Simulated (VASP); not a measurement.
Here is a VASP 6.6.1 calculation.

The input INCAR:

```
ALGO = Normal ; BPARAM = 11.95
CPARAM = 0.0093 ; EDIFF = 1E-7
EDIFFG = -0.005 ; ENCUT = 600
IBRION = 2 ; ISIF = 3
ISMEAR = 0 ; IVDW_NL = 2
LASPH = True ; LCHARG = False
LMIXTAU = True ; LREAL = False
LUSE_VDW = True ; LWAVE = False
METAGGA = R2SCAN ; NELM = 80
NSW = 90 ; PREC = Accurate
SIGMA = 0.03
```

Contents of KPOINTS:

```
k-points
0
Gamma
  10 10 10
```

The input POSCAR:

```
Si                                      
1.0
    0.0000000000      2.7156149754      2.7156149754
    2.7156149754      0.0000000000      2.7156149754
    2.7156149754      2.7156149754     -0.0000000000
  Si            
     2
Direct
     0.7500000000000000    0.7500000000000000    0.7500000000000000
     0.5000000000000000    0.5000000000000000    0.5000000000000000
```

Potentials or basis: VASP PAW PBE potentials, release 64 (Si).

Run with:

```console
$ cat potpaw_PBE.64/Si/POTCAR > POTCAR
$ mpirun -np 1 vasp_std > vasp.out
```

Q: What does it give for the band gap on the k mesh?

A: 0.75 eV, indirect (least direct gap 2.75 eV).

Final structure:
```xyz
2
Lattice="0.0000 2.7156 2.7156 2.7156 0.0000 2.7156 2.7156 2.7156 0.0000" Properties=species:S:1:pos:R:3 pbc="T T T"
Si    4.0734    4.0734    4.0734
Si    2.7156    2.7156    2.7156
```

Caveat: the relaxation stopped at its first step, so nothing moved; the PAW data sets were made with another functional, which shifts forces and pressure a little. r2SCAN opens gaps a little over a GGA but as a rule still falls short of measured ones.
